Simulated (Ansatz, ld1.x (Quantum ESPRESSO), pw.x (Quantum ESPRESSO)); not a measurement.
# From atom to crystal: ultrasoft potential for tellurium (Te)

* Element: tellurium (Te)
* Generator: ld1.x (Quantum ESPRESSO) 7.5
* Type: ultrasoft
* Functional: PBEsol
* Relativity: scalar-relativistic
* Frozen core: [Kr] 4d10
* Valence charge: 6
* Reference configuration: 5s2 5p2 (charge +2)
* Partial waves: 5s (bound): rcut 1.78, rcutus 2.16 bohr; 5s channel at -1.9 Ry: rcut 1.78, rcutus 2.16 bohr; 5p (bound): rcut 2.00, rcutus 2.54 bohr; 5p channel at 2.2 Ry: rcut 2.00, rcutus 2.54 bohr; 5d channel at 0.5 Ry: rcut 2.16, rcutus 2.60 bohr; 5d channel at 2.1 Ry: rcut 2.16, rcutus 2.60 bohr
* Local potential: all-electron potential smoothed inside 2.60 bohr (lloc = -1)
* Core correction: Bessel-smoothed model core, default radius (core density twice the valence density)
* Augmentation charge: PSQ, radius 1.94 bohr

Atomic tests: cutoffs needed: 8 Ry and 15 Ry (the cutoffs (Ry, on a coarse ladder) from which the occupation-weighted sum of valence levels, in a spherical-Bessel basis at the reference potential, stays within 10 and 1 mRy of its value at 400 Ry); ghost test: no extra level below or beside the all-electron valence levels (s, p, d, f tested) (spherical-Bessel basis up to 400 Ry, 20 bohr box); configuration tests: test run stopped at test 3 of 7 (negative rho).

Crystal test: fcc Te in pw.x 7.5, no spin, 12³ k-points, Fermi–Dirac smearing 0.01 Ry, cutoffs 40/320 Ry. The reference is all-electron LAPW (Ansatz 0.2.0) with the same functional, mesh and smearing; V0 and B0 come from Birch–Murnaghan fits to the pressures at five volumes. Errors are pseudo minus all-electron; Δ is the rms difference of the E(V) curves that follow from these fits, minima aligned, over ±6 % about the mean V0. Mesh and smearing are coarse, so the numbers serve the comparison and aren't converged zero-temperature values; the lattice is a test structure that the element need not adopt.

All-electron: a0 = 4.756 Å (V0 = 26.89 Å³/atom), B0 = 63.4 GPa.

Task: How far does the potential miss the all-electron equation of state?

Result: mean pressure error (GPa): +1.03; a0 (Å): 4.780; a0 error (%): +0.51; B0 error (%): -0.2; Δ (meV/atom): 5.8. This is a poor potential for the solid. Atomic configuration tests: test run stopped at test 3 of 7 (negative rho).

```json
{"V (Å³/atom)": "25.498", "P all-electron (GPa)": "3.82", "P pseudo (GPa)": "5.10"}
{"V (Å³/atom)": "26.169", "P all-electron (GPa)": "1.84", "P pseudo (GPa)": "2.98"}
{"V (Å³/atom)": "26.840", "P all-electron (GPa)": "0.12", "P pseudo (GPa)": "1.14"}
{"V (Å³/atom)": "27.511", "P all-electron (GPa)": "-1.37", "P pseudo (GPa)": "-0.46"}
{"V (Å³/atom)": "28.182", "P all-electron (GPa)": "-2.66", "P pseudo (GPa)": "-1.85"}
```

Task: At the middle volume, how do free energy and pressure move when the wave cutoff is lowered (ecutrho held at 320 Ry)?

Result:

```tsv
cutoff (Ry)	shift of F (meV/atom)	shift of P (GPa)
18	+6.5	+0.02
24	+3.2	-0.05
32	+0.5	+0.00
```

The run at the middle volume (72 k-points, 8 iterations) took about 6.3 s on one core of a shared host (Neoverse-V2, 32 threads, 247 GiB, load 18).
